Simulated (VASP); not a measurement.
**Results of a VASP single-point calculation on BN (wurtzite)**

POSCAR

```
B  N
 1.0000000000000000
     2.5439500026454032    0.0000000000287491    0.0000000000000000
    -1.2719750013475990    2.2031253282340346    0.0000000000000000
     0.0000000000000000    0.0000000000000000    4.2078153384603629
 B   N
   2   2
Cartesian
 -0.0000000000165984  1.4687502188322730  0.0008561420751621
  1.2719750013144020  0.7343751094305109  2.1047638113053435
 -0.0000000000165984  1.4687502188322730  1.5770746098474739
  1.2719750013144020  0.7343751094305109  3.6809822790776554
```

The gap between bands v and c is 5.19 eV and the least direct gap is 8.29 eV.

Band v is the last that the valence electrons fill when counted band by band, and c is the next. Levels in eV from the top of v:

```tsv
point	v−1	v	c	c+1
Γ	0.00	0.00	8.38	8.38
M	-4.42	-2.12	6.72	7.98
K	-5.43	-5.43	5.19	13.50
A	-1.18	-1.18	9.52	9.52
L	-3.58	-3.58	6.60	6.60
H	-3.04	-3.04	9.35	9.35
```

Which of these levels of theory gave these results?
A. r²SCAN
B. PBE with spin–orbit coupling
C. HSE06
D. LDA
E. PBE
F. PBE0
G. PBEsol

E.

The INCAR was:

```
NSW = 0
EDIFF = 1E-7
LCHARG = .FALSE.
ISIF = 2
LASPH = .TRUE.
ENCUT = 520
GGA = PE
NELM = 120
ISMEAR = -1
IBRION = -1
SIGMA = 0.02
NBANDS = 16
LWAVE = .FALSE.
LREAL = .FALSE.
PREC = Accurate
```
